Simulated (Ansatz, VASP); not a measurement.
**One calculation of ZnS, two programs**

INCAR

```
  ALGO = Normal
  EDIFF = 1E-8
  ENCUT = 520
  GGA = PE
  ISIF = 2
  ISMEAR = -1
  LASPH = T
  LCHARG = F
  LEFG = T
  LREAL = F
  LWAVE = F
  NBANDS = 16
  NELM = 60
  PREC = Accurate
  SIGMA = 0.01
```

KPOINTS

```
k-points
0
Gamma
  9 9 9
```

The input POSCAR:

```
ZnS
1.0
    0.0000000000      2.7576958202      2.7576958202
    2.7576958202      0.0000000000      2.7576958202
    2.7576958202      2.7576958202      0.0000000000
Zn S
1 1
Direct
    0.0000000000      0.0000000000      0.0000000000
    0.7500000000      0.7500000000      0.7500000000
```

Input for Ansatz:

```yaml
crystal:
  lattice:
    - [0.0, 2.7576958202, 2.7576958202]
    - [2.7576958202, 0.0, 2.7576958202]
    - [2.7576958202, 2.7576958202, 0.0]
  atoms:
    - { symbol: Zn, position: [0.0, 0.0, 0.0] }
    - { symbol: S, position: [0.75, 0.75, 0.75] }
kpoints:
  mp_grid: { grid: [9, 9, 9] }
scf:
  occupations: { method: fermi_dirac, width: 0.01 }
hamiltonian:
  xc: pbe
  pseudopotentials: { kind: paw }
output:
  forces: true
  stress: true
  eigenvalues: true
  efg: { contact_densities: true }
```

Change from the starting cell: volume scaled by 1.06, PAW files.

Alike in both runs: task electric field gradients; functional PBE; k mesh 9 × 9 × 9; occupations fermi-dirac, width 0.01 eV; no spin polarisation.

|  | VASP | Ansatz |
| --- | --- | --- |
| version | VASP 6.6.1 | Ansatz 0.2.0 |
| potentials or method | VASP PAW PBE potentials, release 64 (Zn, S) | PAW with Ansatz's default frozen-core files, scalar-relativistic |
| plane-wave cutoff (eV) | 520 | 420 |
| valence electrons in the cell | 18 | 18 |

|  | VASP | Ansatz | Ansatz less VASP |
| --- | --- | --- | --- |
| gap on the k mesh at the Fermi level (eV) | 1.85 | 1.85 | -0.002 |
| pressure (GPa) | -2.4 | -2.5 | -0.12 |
| Vzz of the field gradient on the site that differs most (V/Å²) | 0.0 | 0.0 | -0.01 |

The functional is the same, so the differences come from potentials, cutoffs and numerics.
